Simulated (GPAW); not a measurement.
WC (Qusongite):

```
W C
1.0
     2.90650    0.00000    0.00000
    -1.45325    2.51710    0.00000
     0.00000    0.00000    2.83660
W C
1 1
Cartesian
  0.0000 0.0000 0.0000
  1.4533 0.8390 1.4183
```

Base run:

| Property | Result |
| --- | --- |
| Program | GPAW 26.7.0 |
| Functional | LDA |
| Potentials or basis | the program's PAW data sets (release 1.2.1) made for this functional |
| Cutoff | 600 eV |
| Basis | pw |
| k mesh | 8 × 8 × 8 |
| Occupations | fermi-dirac, width 0.05 eV |
| Spin | no spin polarisation |

Its results: band gap on the k mesh none (metal or under the smearing width); pressure -11.6 GPa.

Problem. The run is repeated on the same cell with these changes: functional from LDA to r2SCAN; potentials or basis from the program's PAW data sets (release 1.2.1) made for this functional to GPAW PAW data sets (gpaw-data 1.2.1); cutoff from 600 eV to 650 eV. What comes out?

Solution. Band gap on the k mesh none (metal or under the smearing width); pressure 1.0 GPa.

Caveats: the cutoff is short for stress and forces, so pressures can be off by a GPa or more; the PAW data sets were made with another functional, which shifts forces and pressure a little (some runs).
